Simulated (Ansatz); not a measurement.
Crystal: Se.

```
Se
1.0
     2.81056    0.00000    0.00000
     0.00000    2.81056    0.00000
     0.00000    0.00000    2.81056
Se
1
Direct
  0.00000 0.00000 0.00000
```

This isn't the form of Se at room conditions, which is trigonal, of chains.

* Program: Ansatz 0.2.0
* Task: single point
* Functional: PBE
* Potentials or basis: Ansatz PAW
* Cutoff: 420 eV (not typed: the program's choice for these potentials)
* k mesh: 9 × 9 × 9
* Occupations: fermi-dirac, width 0.05 eV
* Spin: no spin polarisation

On this cell: pressure 2.0 GPa; band gap on the k mesh none (metal or under the smearing width).

The same run follows on a disturbed copy (cell strained at random at fixed volume):

```
CELL_PARAMETERS angstrom
2.77396 -0.00090 -0.00263
-0.00090 2.88326 -0.00420
-0.00263 -0.00420 2.77586
ATOMIC_POSITIONS crystal
Se 0.01312 0.00779 0.00128
```

Task: What changes?

Result: The energy (extrapolated to zero smearing) moves by -1.0 meV/atom; pressure 2.2 GPa; band gap on the k mesh none (metal or under the smearing width).

Stress tensor (GPa, compression positive):
```
 1.89  0.00  0.01
 0.00  2.82 -0.01
 0.01 -0.01  1.84
```

The energy falls, though the first cell shows no forces: that form is unstable against this distortion, unless noise or another electronic state is at work.
